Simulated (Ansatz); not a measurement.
## Rigid cleavage in BN

Theory: Ansatz, DFT PBE, scalar-relativistic, plane waves, PAW. The runs took a 420 eV cutoff, a Γ-centred 10×10×2 mesh and Gaussian smearing (0.05 eV). No spin polarisation. Energies are free energies at this smearing, counted from the undisturbed cell; pressure is positive in compression.

Reference structure (as given, not relaxed at this level; it stands at -0.4 GPa):

```yaml
crystal:
  lattice:
    - [1.81300, -1.81300, 0.00000]
    - [1.81300, 0.00000, -1.81300]
    - [7.25200, 7.25200, 7.25200]
  atoms:
    - { symbol: B, position: [0.66667, 0.66667, 0.06247] }
    - { symbol: B, position: [0.00000, 0.00000, 0.89580] }
    - { symbol: B, position: [0.33333, 0.33333, 0.22913] }
    - { symbol: B, position: [0.66667, 0.66667, 0.56247] }
    - { symbol: B, position: [0.00000, 0.00000, 0.39580] }
    - { symbol: B, position: [0.33333, 0.33333, 0.72913] }
    - { symbol: N, position: [0.66667, 0.66667, 0.43747] }
    - { symbol: N, position: [0.00000, 0.00000, 0.27080] }
    - { symbol: N, position: [0.33333, 0.33333, 0.60413] }
    - { symbol: N, position: [0.66667, 0.66667, 0.93747] }
    - { symbol: N, position: [0.00000, 0.00000, 0.77080] }
    - { symbol: N, position: [0.33333, 0.33333, 0.10413] }
```

The cut lies on the cell's a–b face, a (1 -1 1) plane (indices in the standard cell, whose axes needn't be the Cartesian ones shown) of area 5.69 Å², between layers 1.57 Å apart. Vector c is lengthened by d along the normal with the atoms' Cartesian places fixed: one unrelaxed cut a cell.

```tsv
d (Å)	energy (J/m²)	traction dE/dd (GPa)	gap on the mesh (eV)
-0.30	4.57	-399.7	3.96
-0.15	?	-129.3	?
0.00	0.00	0.4	4.46
0.25	1.22	79.3	4.01
0.50	3.44	92.5	3.05
0.75	5.68	85.0	2.03
1.00	7.64	71.7	1.18
1.50	10.53	44.7	0.14
2.00	12.21	?	0.00
3.00	13.52	5.4	0.00
4.50	13.78	?	0.00
6.00	13.81	0.1	0.00
```

Where the gap reads zero the k-mesh, chosen for the insulator, is on the coarse side.

Question: Give the withheld values.

Answer: energy (J/m²) at d (Å) = -0.15: 0.85; gap on the mesh (eV) at d (Å) = -0.15: 4.31; traction dE/dd (GPa) at d (Å) = 2.00: 24.3; traction dE/dd (GPa) at d (Å) = 4.50: 0.4.